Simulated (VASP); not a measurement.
Set up this calculation in VASP 6.6.1, as the native input.

| Quantity | Value |
| --- | --- |
| Task | relaxation of cell and atoms |
| Functional | r2SCAN |
| Potentials or basis | VASP PAW PBE potentials, release 64 (Ga_d, P) |
| Cutoff | 520 eV |
| k mesh | 10 × 10 × 10 |
| Occupations | gaussian, width 0.02 eV |
| Spin | no spin polarisation |
| Further INCAR settings | ALGO = Normal; EDIFF = 1e-07; IBRION = 2; EDIFFG = -0.002; NSW = 80; ISIF = 3 |

The structure of GaP lies in POSCAR:

```
GaP
1.0
    0.0000000000      2.7252500000      2.7252500000
    2.7252500000      0.0000000000      2.7252500000
    2.7252500000      2.7252500000      0.0000000000
Ga P
1 1
Direct
    0.0000000000      0.0000000000      0.0000000000
    0.2500000000      0.2500000000      0.2500000000
```

The input as run:

INCAR

```
ALGO = Normal
EDIFF = 1E-7
EDIFFG = -0.002
ENCUT = 520
IBRION = 2
ISIF = 3
ISMEAR = 0
LASPH = T
LCHARG = F
LMIXTAU = T
LREAL = F
LWAVE = F
METAGGA = R2SCAN
NELM = 80
NSW = 80
PREC = Accurate
SIGMA = 0.02
```

KPOINTS

```
k-points
0
Gamma
  10 10 10
```

Potentials or basis: VASP PAW PBE potentials, release 64 (Ga_d, P).

The run is started by

```console
$ cat potpaw_PBE.64/Ga_d/POTCAR potpaw_PBE.64/P/POTCAR > POTCAR
$ mpirun -np 1 vasp_std > vasp.out
```

Results of the run:

```yaml
Relaxed_volume: 20.24 Å³/atom
Relaxed_cell: a = 3.854 Å, b = 3.854 Å, c = 3.854 Å, α = 60.00°, β = 60.00°, γ = 60.00°
Space_group_after_relaxing_to_0.05_Å: F-43m (No. 216)
Energy_gained_by_relaxing: 0.0 meV/atom
Ionic_steps: 3
Pressure_after_relaxing: 0.0 GPa
Band_gap_on_the_k_mesh: 1.86 eV, indirect (least direct gap 2.35 eV)
```

Caveat: the PAW data sets were made with another functional, which shifts forces and pressure a little.

Run time: 5 min on 1 thread of Intel(R) Xeon(R) Platinum 8259CL CPU @ 2.50GHz (Skylake/Cascade Lake) (shared host), peak memory 0.19 GiB.
